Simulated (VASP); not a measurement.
# Pb: relaxation of the atoms with PBE

The system is Pb.

```
Pb
1.0
     0.00000    2.53722    2.53722
     2.53722    0.00000    2.53722
     2.53722    2.53722    0.00000
Pb
1
Direct
  0.00000 0.00000 0.00000
```

The cell isn't the ideal one: a relaxed cell with its volume scaled by 1.02.

```json
{"Program": "VASP 6.6.1", "Task": "relaxation of the atoms", "Functional": "PBE", "Potentials or basis": "VASP PAW PBE potentials, release 64 (Pb_d)", "Cutoff": "600 eV", "k mesh": "14 × 14 × 14", "Occupations": "methfessel-paxton, width 0.1 eV", "Spin": "no spin polarisation", "Further INCAR settings": "ALGO = Normal; EDIFF = 1e-07; IBRION = 2; EDIFFG = -0.01; NSW = 40"}
```

```json
{
 "Pressure after relaxing": "-0.7 GPa",
 "Band gap on the k mesh": "none (metal or under the smearing width)"
}
```

Final structure:
```yaml
crystal:
  lattice:
    - [0.00000, 2.53722, 2.53722]
    - [2.53722, 0.00000, 2.53722]
    - [2.53722, 2.53722, 0.00000]
  atoms:
    - { symbol: Pb, position: [0.00000, 0.00000, 0.00000] }
```

Levels at points of the mesh, in eV from the Fermi level:
| k point | band 3 | band 4 | band 5 | band 6 | band 7 | band 8 | band 9 | band 10 | band 11 |
| --- | --- | --- | --- | --- | --- | --- | --- | --- | --- |
| (0.00, 0.00, 0.00) | -17.01 | -16.90 | -16.90 | -11.26 | 6.86 | 6.86 | 6.86 | 9.72 | 10.41 |
| (0.50, 0.00, 0.00) | -17.00 | -16.79 | -16.79 | -8.05 | -3.83 | 5.19 | 5.19 | 8.84 | 9.19 |
| (0.50, 0.50, 0.00) | -16.80 | -16.77 | -16.77 | -6.81 | -2.97 | 1.98 | 1.98 | 5.18 | 6.44 |

Run time: 51 s on 1 thread of Intel(R) Xeon(R) Platinum 8375C CPU @ 2.90GHz (Ice Lake), on a shared host, peak memory 0.19 GiB.

Caveat: the relaxation stopped at its first step, so nothing moved. The run has no spin-orbit coupling, so splittings on Pb are missing.
